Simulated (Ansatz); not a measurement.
Ga$_{2}$O$_{3}$ (C2/m), a vibration from a frozen displacement

Computed with DFT PBE, scalar-relativistic, plane waves, PAW in Ansatz. The runs took a 420 eV cutoff, a Γ-centred 10×10×6 mesh and Gaussian smearing (0.05 eV). No spin polarisation. Energies are free energies at this smearing, counted from the undisturbed cell; pressure is positive in compression.

The undisturbed cell (relaxed at this level):

```
CELL_PARAMETERS angstrom
6.22743 -1.54176 0.01149
6.22743 1.54176 0.01149
-1.40272 0.00000 5.70769
ATOMIC_POSITIONS crystal
Ga 0.08991 0.08991 0.79472
Ga 0.91009 0.91009 0.20528
Ga 0.65850 0.65850 0.31420
Ga 0.34150 0.34150 0.68580
O 0.16349 0.16349 0.10921
O 0.83651 0.83651 0.89079
O 0.17370 0.17370 0.56436
O 0.82630 0.82630 0.43564
O 0.49602 0.49602 0.25668
O 0.50398 0.50398 0.74332
```

Every Ga atom is moved by x along the Cartesian unit vector (0.577, 0.577, 0.577); the cell and all other atoms stay fixed. The cell's volume is 109.65 Å³; the moved atoms weigh 278.892 u together and the others 95.994 u.

| x (Å) | ΔE (meV/cell) | total force on the moved atoms along the move (eV/Å) | pressure (GPa) |
| --- | --- | --- | --- |
| -0.1000 | 234.61 | 4.7385 | 1.1034 |
| -0.0500 | 58.22 | 2.3345 | 0.2768 |
| 0.0000 | 0.00 | 0.0000 | 0.0024 |
| 0.0750 | 131.40 | -3.5236 | 0.6206 |

Task: What frequency belongs to this motion?

Result: The force constant is k = −dF/dx = 46.807 eV/Å², from the parabola through x = -0.0500, 0 and 0.0750. In every cell the moved atoms swing against the rest, so the mass is μ = m₁m₂/(m₁ + m₂) = 71.414 u, and ν̃ = 521.5 cm⁻¹ × √(|k|/μ) = 422 cm⁻¹. The pattern needn't be a normal mode: ν̃² is then a weighted mean of the squared nonzero frequencies at the zone centre of this cell, taken without macroscopic field, so it lies between the lowest and the highest of them.

Task: How far does the harmonic law reach?

Result: At x = -0.100 Å, kx²/2 = 234.03 meV against the computed 234.61 meV (+0.2 %): the well is still close to harmonic there.

The inversion centre makes displacements of opposite sign equivalent, so the energy is even in x and the leading anharmonicity is quartic. The restoring force per unit displacement rises steadily with |x|, so the well hardens, as expected when short-range Ga–O repulsion outgrows the softening of the stretched bonds. The parabola through unequal displacements absorbs part of this hardening into k. The 422 cm⁻¹ is therefore slightly too high for the harmonic limit, and the +0.2 % agreement in energy understates the anharmonicity.

Moving the cations against the anions is a polar distortion, which involves only odd-parity modes. Its direction has components both along the twofold axis and in the mirror plane, so it mixes Au and Bu symmetry and the frequency shouldn't be assigned to a single infrared line. The pressure grows nearly as x² and is compressive on both sides, which means that this force constant falls as the cell expands. That suggests a positive mean Grüneisen parameter for the pattern, but not for each mode within it.
